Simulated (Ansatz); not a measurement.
# Structure relaxation of SiSe₃

Computed with DFT PBE, scalar-relativistic, plane waves, PAW in Ansatz 0.2.0. Cutoff 420 eV, Γ-centred k mesh, Gaussian smearing, no spin polarisation in the final step.

SiSe₃ was placed on the A15 structure type (Pm-3n, No. 223), with Se in place of Cr, at a guessed volume.

```yaml
crystal:
  lattice:
    - [5.78215, 0.00000, 0.00000]
    - [0.00000, 5.78215, 0.00000]
    - [0.00000, 0.00000, 5.78215]
  atoms:
    - { symbol: Si, position: [0.00000, 0.00000, 0.00000] }
    - { symbol: Si, position: [0.50000, 0.50000, 0.50000] }
    - { symbol: Se, position: [0.00000, 0.50000, 0.25000] }
    - { symbol: Se, position: [0.00000, 0.50000, 0.75000] }
    - { symbol: Se, position: [0.25000, 0.00000, 0.50000] }
    - { symbol: Se, position: [0.75000, 0.00000, 0.50000] }
    - { symbol: Se, position: [0.50000, 0.75000, 0.00000] }
    - { symbol: Se, position: [0.50000, 0.25000, 0.00000] }
```

Cell and atoms relax at zero pressure; the relaxation can't lower the symmetry of the start. After a coarse first stage the cell is made exact in the group found at 0.06 Å.

The zero of energy is the elements' standard structures at the same level; no fitted shifts are applied.

Problem. What does it relax into?

Solution. It keeps Pm-3n (No. 223). The result has the A15 structure. Conventional cell: a = 5.442 Å. Si has 12 Se at 3.04 Å; Se has 2 Se at 2.72 Å, 4 Si at 3.04 Å and 8 Se at 3.33 Å.

```xyz
8
Lattice="5.4417 0.0000 0.0000 0.0000 5.4417 0.0000 0.0000 0.0000 5.4417" Properties=species:S:1:pos:R:3 pbc="T T T"
Si    0.0000    0.0000    0.0000
Si    2.7208    2.7208    2.7208
Se    0.0000    2.7208    1.3604
Se    0.0000    2.7208    4.0813
Se    1.3604    0.0000    2.7208
Se    4.0813    0.0000    2.7208
Se    2.7208    4.0813    0.0000
Se    2.7208    1.3604    0.0000
```

Problem. What are its volume, energy, density and gap?

Solution. The volume per atom is 20.14 Å³. The density is 5.46 g/cm³, the energy over the elements is 0.62 eV/atom and the gap on the 8×8×8 mesh is 0 eV (a metal).

The final run used a 8×8×8 mesh on its 8-atom cell and 0.10 eV smearing. For metals, differences of a few meV/atom aren't resolved. A structure relaxed within its symmetry needn't be a true minimum.